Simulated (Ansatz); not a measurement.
# Tantalum, hcp under BLYP: structure, energy and stiffness, part 2 of 2

What does BLYP give for tantalum in the hcp structure? We relax it, solve it on a dense k-mesh, then scale the cell to 7 volumes from 88 to 112 % of the relaxed one and try a fit of the equation of state. Spin polarisation is left out. The k-meshes are 12×12×7 for the relaxation; 20×20×10 for the dense run; 14×14×7 for the volumes.

Ansatz 0.2.0; DFT, BLYP, plane waves (420 eV) with PAW, scalar-relativistic. The steps go on from the part before.

### 5 Volume × 0.92

This is Ta in the hcp structure; at room conditions it is bcc.

File input.yaml:

```yaml
crystal:
  lattice:
    - [2.8376261038, 0.0, 0.0]
    - [-1.4188130519, 2.4574562923, 0.0]
    - [0.0, 0.0, 5.1084098612]
  atoms:
    - { symbol: Ta, position: [0.3333333333, 0.6666666667, 0.25] }
    - { symbol: Ta, position: [0.6666666667, 0.3333333333, 0.75] }
hamiltonian:
  xc: blyp
  pseudopotentials:
    kind: paw
    azcp:
      Ta: "pseudopotentials/Ta.paw.azcp"
basis:
  ecutwfc: 420
  fft_grid_basis: typed
kpoints:
  mp_grid: { grid: [14, 14, 7], shift: [0, 0, 0] }
magnetization:
  spin_polarized: false
scf:
  occupations: { method: fermi_dirac, width: 0.1 }
  lower_state_search: "off"
output:
  stress: true
  write_density: true
  write_potential: true
  elf: true
  volumetric_format: npy
```

What it wrote (excerpt; [...] marks lines left out):

```text
Warning: RAYON_NUM_THREADS=2 ignored (pool sized by the plan → 2); use --threads N
[...]
Pseudopotentials: kind: paw
Pseudopotential: Ta, paw, valence charge 13, recommended cutoff 420 eV (normal), <dir>
Functional definition: BLYP
[...]
Crystal: 2 atoms, lattice volume = 35.623 Å³
Basis set: ecut = 420 eV, 701 PW (Γ), exchange–correlation on 40×40×72 points (8 copies of the dense FFT grid, shifted against one another)
Bands: 17, of which v1, the nominal top of the filled ones, is band 13 counted from 1 (12 counted from 0)
Symmetry: 24 space group operations
Space group: P63/mmc (ITA 194), of the structure as read, at distance tolerance 3.3e-5 Å
k-points: 96 of 1372
[...]
SCF iter   1: F=—  HF=-19911.606865 eV  |F-HF|=—  |Δ(HF+E_count)|=         —  Δρ=1.19e-2  dr2=5.22e-2  ethr=1.77e-3  ⟨swp⟩=5.2  Hψ=7344  notcnv=0
[...]
SCF iter   6: F=-19911.592678 eV  HF=-19911.592678 eV  |F-HF|=7.60e-9  |Δ(HF+E_count)|=   4.97e-7  Δρ=6.42e-6  dr2=6.33e-9  ethr=3.85e-10  ⟨swp⟩=9.7  Hψ=11643  notcnv=0
[...]
SCF converged after 6 iterations
Free energy (F): -19911.592678 eV
[...]
E sigma→0 (E₀):  -19911.551323 eV
Entropy (-TS):   -0.082710 eV (-41.355 meV/atom)
Fermi energy:    19.809370 eV
[...]
--- Stress (GPa, compression-positive) ---
       18.283686       0.000000       0.000000
       -0.000000      18.283686       0.000000
        0.000000       0.000000      15.458987
  P = ⅓ Tr σ = 17.3421 GPa (173.421 kbar)
--- Band table (eV; the first three rows and the last of 96) ---
  k-point 0: bands = ["-47.6660", "-47.5938", "-14.7444", "-13.7943", "-13.6219", "-13.6219", "-13.5308", "-13.5308", "11.6078", "14.7621", "19.0038", "20.0213", "20.3780", "20.3780", "20.9435", "20.9435", "22.9514"]
[...]
```

Wall time 1.8 s (2 threads of Arm Neoverse V2, shared host); peak memory 0.33 GiB.

### 6 Volume × 0.96

Changes to input.yaml since step 5:

```diff
@@ -2,5 +2,5 @@
   lattice:
-    - [2.8376261038, 0.0, 0.0]
-    - [-1.4188130519, 2.4574562923, 0.0]
-    - [0.0, 0.0, 5.1084098612]
+    - [2.8781690972, 0.0, 0.0]
+    - [-1.4390845486, 2.4925675545, 0.0]
+    - [0.0, 0.0, 5.1813970059]
   atoms:
@@ -26,5 +26 @@
   stress: true
-  write_density: true
-  write_potential: true
-  elf: true
-  volumetric_format: npy
```

What it wrote (excerpt; [...] marks lines left out):

```text
Warning: RAYON_NUM_THREADS=2 ignored (pool sized by the plan → 2); use --threads N
[...]
[... 3 set-up lines as earlier in the session ...]
[...]
Crystal: 2 atoms, lattice volume = 37.172 Å³
Basis set: ecut = 420 eV, 725 PW (Γ), exchange–correlation on 40×40×72 points (8 copies of the dense FFT grid, shifted against one another)
Bands: 17, of which v1, the nominal top of the filled ones, is band 13 counted from 1 (12 counted from 0)
[... 2 set-up lines as earlier in the session ...]
k-points: 96 of 1372
[...]
SCF iter   1: F=—  HF=-19911.726726 eV  |F-HF|=—  |Δ(HF+E_count)|=         —  Δρ=1.14e-2  dr2=5.13e-2  ethr=1.77e-3  ⟨swp⟩=5.2  Hψ=7337  notcnv=0
[...]
SCF iter   6: F=-19911.713517 eV  HF=-19911.713517 eV  |F-HF|=9.23e-9  |Δ(HF+E_count)|=   6.25e-7  Δρ=6.87e-6  dr2=7.96e-9  ethr=3.85e-10  ⟨swp⟩=4.6  Hψ=5789  notcnv=0
[...]
SCF converged after 6 iterations
Free energy (F): -19911.713517 eV
[...]
E sigma→0 (E₀):  -19911.670318 eV
Entropy (-TS):   -0.086399 eV (-43.200 meV/atom)
Fermi energy:    18.896537 eV
[...]
--- Stress (GPa, compression-positive) ---
        8.523248       0.000000      -0.000000
        0.000000       8.523248       0.000000
       -0.000000       0.000000       6.839602
  P = ⅓ Tr σ = 7.9620 GPa (79.620 kbar)
```

Wall time 1.3 s (2 threads of Arm Neoverse V2, shared host); peak memory 0.32 GiB.

### 7 Volume × 1.0

Changes to input.yaml since step 6:

```diff
@@ -2,5 +2,5 @@
   lattice:
-    - [2.8781690972, 0.0, 0.0]
-    - [-1.4390845486, 2.4925675545, 0.0]
-    - [0.0, 0.0, 5.1813970059]
+    - [2.9176009711, 0.0, 0.0]
+    - [-1.4588004856, 2.526716559, 0.0]
+    - [0.0, 0.0, 5.2523838682]
   atoms:
@@ -26 +26,5 @@
   stress: true
+  write_density: true
+  write_potential: true
+  elf: true
+  volumetric_format: npy
```

What it wrote (excerpt; [...] marks lines left out):

```text
Warning: RAYON_NUM_THREADS=2 ignored (pool sized by the plan → 2); use --threads N
[...]
[... 3 set-up lines as earlier in the session ...]
[...]
Crystal: 2 atoms, lattice volume = 38.720 Å³
Basis set: ecut = 420 eV, 749 PW (Γ), exchange–correlation on 40×40×72 points (8 copies of the dense FFT grid, shifted against one another)
Bands: 17, of which v1, the nominal top of the filled ones, is band 13 counted from 1 (12 counted from 0)
[... 2 set-up lines as earlier in the session ...]
k-points: 96 of 1372
[...]
SCF iter   1: F=—  HF=-19911.764378 eV  |F-HF|=—  |Δ(HF+E_count)|=         —  Δρ=1.11e-2  dr2=5.11e-2  ethr=1.77e-3  ⟨swp⟩=5.1  Hψ=7372  notcnv=0
[...]
SCF iter   6: F=-19911.751960 eV  HF=-19911.751960 eV  |F-HF|=1.05e-8  |Δ(HF+E_count)|=   6.15e-7  Δρ=7.68e-6  dr2=1.14e-8  ethr=3.85e-10  ⟨swp⟩=9.8  Hψ=11672  notcnv=0
[...]
SCF converged after 6 iterations
Free energy (F): -19911.751960 eV
[...]
E sigma→0 (E₀):  -19911.706823 eV
Entropy (-TS):   -0.090274 eV (-45.137 meV/atom)
Fermi energy:    18.054238 eV
[...]
--- Stress (GPa, compression-positive) ---
        0.454018       0.000000       0.000000
       -0.000000       0.454018       0.000000
        0.000000       0.000000      -0.179900
  P = ⅓ Tr σ = 0.2427 GPa (2.427 kbar)
--- Band table (eV; the first three rows and the last of 96) ---
  k-point 0: bands = ["-49.5945", "-49.5458", "-16.5062", "-15.7960", "-15.6443", "-15.6443", "-15.5747", "-15.5747", "10.1853", "13.2918", "17.3828", "18.0542", "18.6368", "18.6368", "19.1357", "19.1357", "20.9428"]
[...]
```

It took 1.8 s on 2 threads of Arm Neoverse V2, shared host; peak memory 0.33 GiB.

### 8 Volume × 1.04

Changes to input.yaml since step 7:

```diff
@@ -2,5 +2,5 @@
   lattice:
-    - [2.9176009711, 0.0, 0.0]
-    - [-1.4588004856, 2.526716559, 0.0]
-    - [0.0, 0.0, 5.2523838682]
+    - [2.9559948604, 0.0, 0.0]
+    - [-1.4779974302, 2.5599666426, 0.0]
+    - [0.0, 0.0, 5.3215021085]
   atoms:
```

What it wrote (excerpt; [...] marks lines left out):

```text
Warning: RAYON_NUM_THREADS=2 ignored (pool sized by the plan → 2); use --threads N
[...]
[... 3 set-up lines as earlier in the session ...]
[...]
Crystal: 2 atoms, lattice volume = 40.269 Å³
Basis set: ecut = 420 eV, 761 PW (Γ), exchange–correlation on 40×40×72 points (8 copies of the dense FFT grid, shifted against one another)
Bands: 17, of which v1, the nominal top of the filled ones, is band 13 counted from 1 (12 counted from 0)
[... 2 set-up lines as earlier in the session ...]
k-points: 96 of 1372
[...]
SCF iter   1: F=—  HF=-19911.733983 eV  |F-HF|=—  |Δ(HF+E_count)|=         —  Δρ=1.08e-2  dr2=5.10e-2  ethr=1.77e-3  ⟨swp⟩=5.1  Hψ=7358  notcnv=0
[...]
SCF iter   6: F=-19911.722631 eV  HF=-19911.722631 eV  |F-HF|=1.29e-8  |Δ(HF+E_count)|=   5.74e-7  Δρ=7.50e-6  dr2=1.09e-8  ethr=3.85e-10  ⟨swp⟩=9.7  Hψ=11531  notcnv=0
[...]
SCF converged after 6 iterations
Free energy (F): -19911.722631 eV
[...]
E sigma→0 (E₀):  -19911.675421 eV
Entropy (-TS):   -0.094420 eV (-47.210 meV/atom)
Fermi energy:    17.274068 eV
[...]
--- Stress (GPa, compression-positive) ---
       -6.211189      -0.000000       0.000000
        0.000000      -6.211189       0.000000
        0.000000       0.000000      -5.883464
  P = ⅓ Tr σ = -6.1019 GPa (-61.019 kbar)
--- Band table (eV; the first three rows and the last of 96) ---
  k-point 0: bands = ["-50.4648", "-50.4245", "-17.3098", "-16.6926", "-16.5490", "-16.5490", "-16.4878", "-16.4878", "9.5646", "12.6393", "16.6548", "17.1978", "17.8553", "17.8553", "18.3252", "18.3252", "20.0427"]
[...]
```

Run time: 1.8 s. Hardware: 2 threads of Arm Neoverse V2, shared host; peak memory 0.33 GiB.

### 9 Volume × 1.08

Changes to input.yaml since step 8:

```diff
@@ -2,5 +2,5 @@
   lattice:
-    - [2.9559948604, 0.0, 0.0]
-    - [-1.4779974302, 2.5599666426, 0.0]
-    - [0.0, 0.0, 5.3215021085]
+    - [2.9934164895, 0.0, 0.0]
+    - [-1.4967082448, 2.592374724, 0.0]
+    - [0.0, 0.0, 5.3888700464]
   atoms:
```

What it wrote (excerpt; [...] marks lines left out):

```text
Warning: RAYON_NUM_THREADS=2 ignored (pool sized by the plan → 2); use --threads N
[...]
[... 3 set-up lines as earlier in the session ...]
[...]
Crystal: 2 atoms, lattice volume = 41.818 Å³
Basis set: ecut = 420 eV, 787 PW (Γ), exchange–correlation on 48×48×80 points (8 copies of the dense FFT grid, shifted against one another)
Bands: 17, of which v1, the nominal top of the filled ones, is band 13 counted from 1 (12 counted from 0)
[... 1 set-up line as earlier in the session ...]
Space group: P63/mmc (ITA 194), of the structure as read, at distance tolerance 3.5e-5 Å
k-points: 96 of 1372
[...]
SCF iter   1: F=—  HF=-19911.648157 eV  |F-HF|=—  |Δ(HF+E_count)|=         —  Δρ=1.05e-2  dr2=5.12e-2  ethr=1.77e-3  ⟨swp⟩=5.0  Hψ=7291  notcnv=0
[...]
SCF iter   6: F=-19911.637659 eV  HF=-19911.637659 eV  |F-HF|=1.63e-8  |Δ(HF+E_count)|=   7.88e-7  Δρ=8.28e-6  dr2=1.47e-8  ethr=3.85e-10  ⟨swp⟩=9.8  Hψ=11744  notcnv=0
[...]
SCF converged after 6 iterations
Free energy (F): -19911.637659 eV
[...]
E sigma→0 (E₀):  -19911.588224 eV
Entropy (-TS):   -0.098871 eV (-49.435 meV/atom)
Fermi energy:    16.549061 eV
[...]
--- Stress (GPa, compression-positive) ---
      -11.705584       0.000000       0.000000
        0.000000     -11.705584       0.000000
        0.000000       0.000000     -10.504891
  P = ⅓ Tr σ = -11.3054 GPa (-113.054 kbar)
--- Band table (eV; the first three rows and the last of 96) ---
  k-point 0: bands = ["-51.2799", "-51.2464", "-18.0671", "-17.5289", "-17.3921", "-17.3921", "-17.3382", "-17.3382", "8.9943", "12.0339", "15.9743", "16.4122", "17.1251", "17.1251", "17.5685", "17.5685", "19.2027"]
[...]
```

Run time: 2.1 s. Hardware: 2 threads of Arm Neoverse V2, shared host; peak memory 0.34 GiB.

### 10 Volume × 1.12

Changes to input.yaml since step 9:

```diff
@@ -2,5 +2,5 @@
   lattice:
-    - [2.9934164895, 0.0, 0.0]
-    - [-1.4967082448, 2.592374724, 0.0]
-    - [0.0, 0.0, 5.3888700464]
+    - [3.0299251668, 0.0, 0.0]
+    - [-1.5149625834, 2.623992166, 0.0]
+    - [0.0, 0.0, 5.4545944513]
   atoms:
```

What it wrote (excerpt; [...] marks lines left out):

```text
Warning: RAYON_NUM_THREADS=2 ignored (pool sized by the plan → 2); use --threads N
[...]
[... 3 set-up lines as earlier in the session ...]
[...]
Crystal: 2 atoms, lattice volume = 43.367 Å³
Basis set: ecut = 420 eV, 835 PW (Γ), exchange–correlation on 48×48×80 points (8 copies of the dense FFT grid, shifted against one another)
Bands: 17, of which v1, the nominal top of the filled ones, is band 13 counted from 1 (12 counted from 0)
[... 2 set-up lines as earlier in the session ...]
k-points: 96 of 1372
[...]
SCF iter   1: F=—  HF=-19911.517523 eV  |F-HF|=—  |Δ(HF+E_count)|=         —  Δρ=1.04e-2  dr2=5.25e-2  ethr=1.77e-3  ⟨swp⟩=5.0  Hψ=7371  notcnv=0
[...]
SCF iter   6: F=-19911.507113 eV  HF=-19911.507113 eV  |F-HF|=1.93e-8  |Δ(HF+E_count)|=   8.00e-7  Δρ=8.81e-6  dr2=1.86e-8  ethr=3.85e-10  ⟨swp⟩=9.9  Hψ=11810  notcnv=0
[...]
SCF converged after 6 iterations
Free energy (F): -19911.507113 eV
[...]
E sigma→0 (E₀):  -19911.455303 eV
Entropy (-TS):   -0.103619 eV (-51.810 meV/atom)
Fermi energy:    15.873291 eV
[...]
--- Stress (GPa, compression-positive) ---
      -16.221317       0.000000       0.000000
        0.000000     -16.221317       0.000000
        0.000000       0.000000     -14.234752
  P = ⅓ Tr σ = -15.5591 GPa (-155.591 kbar)
--- Band table (eV; the first three rows and the last of 96) ---
  k-point 0: bands = ["-52.0444", "-52.0164", "-18.7815", "-18.3107", "-18.1798", "-18.1798", "-18.1322", "-18.1322", "8.4685", "11.4705", "15.3369", "15.6892", "16.4414", "16.4414", "16.8604", "16.8604", "18.4172"]
[...]
```

Wall time 2.1 s (2 threads of Arm Neoverse V2, shared host); peak memory 0.34 GiB.

### 11 The equation of state

All volumes keep the relaxed shape and fractional coordinates.

```tsv
V (Å³/atom)	E − E₀ (meV/atom)	P from the stress (GPa)	P from the fit (GPa)
17.037	187.2	28.74	28.60
17.811	77.7	17.34	17.14
18.586	18.2	7.96	7.75
19.360	-0.1	0.24	0.04
20.135	15.6	-6.10	-6.31
20.909	59.2	-11.31	-11.54
21.683	125.7	-15.56	-15.86
```

A third-order Birch-Murnaghan fit gives V₀ = 19.365 Å³/atom, B₀ = 174 GPa and B₀′ = 3.9; it misses no point by more than 0.06 meV/atom.

Fit and stress differ a little: one follows E(σ → 0), the other the smeared free energy.

### 12 Results

What follows sums up all 2 parts.

```
                      quantity                                   value
space group (spins left aside)                      P6_3/mmc (No. 194)
             conventional cell  a = 2.918 Å, c = 5.252 Å (c/a = 1.800)
                        volume                          19.360 Å³/atom
             shortest distance                                 2.918 Å
               gap on the mesh            none (levels filled in part)
               relative to bcc                           +252 meV/atom
                   V₀, B₀, B₀′            19.365 Å³/atom, 174 GPa, 3.9
```

From the guessed start the volume grew by 7.2 % in 9 steps. Against the reference form of tantalum (bcc, computed apart with the same settings) it stands 252 meV/atom higher. Levels at the Fermi energy are filled in part, as in a metal. The fitted modulus is 174 GPa; letting shape and positions relax at each volume could only lower it. The symmetry was held, so the structure may be unstable against distortions that break it.
